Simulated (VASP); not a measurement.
CaO, 2 atoms in the cell. It takes space group Fm-3m (No. 225, cubic). Conventional cell: a = 4.907 Å, b = 4.907 Å, c = 4.907 Å, α = 90.00°, β = 90.00°, γ = 90.00°. Ca (site symmetry m-3m) has 6 O at 2.45 Å as nearest neighbours. O (site symmetry m-3m) is surrounded by 6 Ca at 2.45 Å. 

| Property | Result |
| --- | --- |
| Program | VASP 6.6.1 |
| Task | relaxation of cell and atoms |
| Functional | r2SCAN |
| Potentials or basis | VASP PAW PBE potentials, release 64 (Ca_sv, O) |
| Cutoff | 600 eV |
| k mesh | 8 × 8 × 8 |
| Occupations | gaussian, width 0.02 eV |
| Spin | no spin polarisation |
| Further INCAR settings | ALGO = Normal; EDIFF = 1e-07; IBRION = 2; EDIFFG = -0.005; NSW = 90; ISIF = 3 |

Potentials or basis: VASP PAW PBE potentials, release 64 (Ca_sv, O).

Run with:

```console
$ cat potpaw_PBE.64/Ca_sv/POTCAR potpaw_PBE.64/O/POTCAR > POTCAR
$ mpirun -np 1 vasp_std > vasp.out
```

Hardware: 1 thread of Intel(R) Xeon(R) Platinum 8488C (Sapphire Rapids) (shared host).

How long does it take, and how much memory?

Run time: 2.2 min on 1 thread of Intel(R) Xeon(R) Platinum 8488C (Sapphire Rapids), on a shared host, peak memory 0.18 GiB. Counts: scf iterations 51, k points 29, ion steps 3.
